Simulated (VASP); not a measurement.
Input of a VASP 6.6.1 run:

File INCAR:

```
  PREC = Accurate
  ENCUT = 520
  EDIFF = 1E-7
  ISMEAR = 0
  SIGMA = 0.02
  LREAL = False
  LASPH = True
  NELM = 100
  ALGO = Normal
  ISIF = 2
  LWAVE = False
  LCHARG = False
  GGA = PE
  IVDW = 12
  NBANDS = 16
```

The input KPOINTS:

```
Automatic mesh
0
Gamma
  10 10 4
```

POSCAR

```
BN
1.0
    2.5063981816      0.0148624520     -0.0054529576
   -1.2660388681      2.1631298926      0.0178480092
    0.0187028104     -0.0621432866      6.6115507161
B N
2 2
Direct
    0.3368684542      0.6412934632      0.2519536468
    0.6703242974      0.3083028255      0.7520293338
    0.3369901324      0.6416362183      0.7520299851
    0.6702026192      0.3079600705      0.2519529955
```

Potentials or basis: VASP PAW PBE potentials, release 64 (B, N).

The run is started by

```bash
$ cat potpaw_PBE.64/B/POTCAR potpaw_PBE.64/N/POTCAR > POTCAR
$ mpirun -np 1 vasp_std > vasp.out
```

Question: Predict the band gap on the k mesh.

Answer: 4.22 eV, indirect (least direct gap 4.65 eV).

Question: What does it give for the pressure?

Answer: 0.1 GPa.

Question: Estimate the dispersion energy per atom.

Answer: -0.142 eV.

Stress tensor (GPa, compression positive):
```
 0.17  0.00  0.00
 0.00  0.16  0.01
 0.00  0.01 -0.13
```

A k mesh can miss the band edges. PBE gaps usually lie below the measured ones, often by a third to a half.
